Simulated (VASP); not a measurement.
BN: relaxation of cell and atoms with RPBE+D3(BJ)

BN:

```
N B
1.0
     1.25112    0.72234    3.37293
    -1.25112    0.72234    3.37293
     0.00000   -1.44467    3.37293
N B
1 1
Direct
  0.66724 0.66724 0.66724
  0.00033 0.00033 0.00033
```

The cell is a database's computed one.

```yaml
Program: VASP 6.6.1
Task: relaxation of cell and atoms
Functional: RPBE
Dispersion: D3(BJ)
Potentials_or_basis: VASP PAW PBE potentials, release 64 (N, B)
Cutoff: 600 eV
k_mesh: 12 × 12 × 12
Occupations: fermi-dirac, width 0.05 eV
Spin: no spin polarisation
Further_INCAR_settings: ALGO = Normal; EDIFF = 1e-06; IBRION = 2; EDIFFG = -0.005; NSW = 60; ISIF = 3
```

| Item | Value |
| --- | --- |
| Relaxed volume | 8.19 Å³/atom |
| Relaxed cell | a = 3.352 Å, b = 3.352 Å, c = 3.352 Å, α = 43.82°, β = 43.82°, γ = 43.82° |
| Space group after relaxing (to 0.05 Å) | R3m (No. 160) |
| Energy gained by relaxing | 7.6 meV/atom |
| Ionic steps | 24 |
| Pressure after relaxing | 0.1 GPa |
| Largest force after relaxing | 0.004 eV/Å |
| Band gap on the k mesh | 4.07 eV, indirect (least direct gap 4.82 eV) |
| Dispersion energy per atom | -0.465 eV |

Forces on the atoms (eV/Å):
```
N    0.000  0.000 -0.004
B    0.000  0.000  0.004
```

Step by step:
```
step  energy change (eV)  largest force (eV/Å)  pressure (GPa)  volume (Å³)
   1              0.0000                0.0025           -0.31        18.29
   2             -0.0011                0.0028           -1.36        18.24
   3             -0.0018                0.0127           -3.24        18.15
   4             -0.0020                0.0133           -3.24        18.14
   5             -0.0026                0.0150           -3.26        18.08
   6             -0.0037                0.0186           -3.30        17.98
   7             -0.0059                0.0263           -3.44        17.76
   8             -0.0095                0.0439           -3.61        17.34
   9             -0.0118                0.0918           -3.78        16.49
  10             -0.0145                0.0585            0.96        16.14
  11             -0.0147                0.0649            0.00        16.20
  12             -0.0149                0.0376           -0.02        16.22
  13             -0.0150                0.0190           -0.08        16.26
  14             -0.0151                0.0170            0.26        16.26
  15             -0.0151                0.0161            0.41        16.26
  16             -0.0151                0.0111            0.39        16.27
  17             -0.0152                0.0044            0.30        16.31
  18             -0.0152                0.0357            0.15        16.38
  19             -0.0152                0.0221            0.24        16.35
  20             -0.0152                0.0131           -0.07        16.38
  21             -0.0152                0.0117           -0.11        16.38
  22             -0.0153                0.0011           -0.03        16.39
  23             -0.0153                0.0060            0.00        16.39
  24             -0.0153                0.0036            0.05        16.39
```

Final structure:
```yaml
crystal:
  lattice:
    - [1.25069, 0.72209, 3.02467]
    - [-1.25069, 0.72209, 3.02467]
    - [0.00000, -1.44418, 3.02467]
  atoms:
    - { symbol: N, position: [0.66757, 0.66757, 0.66757] }
    - { symbol: B, position: [0.00000, 0.00000, 0.00000] }
```

Levels at points of the mesh, in eV from the valence-band top:
| k point | band 1 | band 2 | band 3 | band 4 | band 5 | band 6 | band 7 | band 8 |
| --- | --- | --- | --- | --- | --- | --- | --- | --- |
| (0.00, 0.00, 0.00) | -18.09 | -3.53 | -1.32 | -1.32 | 6.07 | 11.69 | 11.69 | 13.32 |
| (0.50, 0.00, 0.00) | -14.79 | -9.11 | -4.08 | -0.45 | 5.46 | 10.14 | 13.81 | 16.43 |
| (0.50, 0.50, 0.00) | -14.63 | -8.85 | -4.23 | -1.46 | 4.07 | 9.74 | 15.30 | 19.43 |
| (0.50, 0.50, 0.50) | -17.53 | -6.69 | -1.37 | -1.37 | 11.34 | 11.53 | 11.53 | 12.70 |

Run time: 16 min on 1 thread of AMD EPYC 7R43 64-Core Processor (Zen 3) (shared host), peak memory 0.17 GiB.

Caveat: the PAW data sets were made with another functional, which shifts forces and pressure a little. A k mesh can miss the band edges.
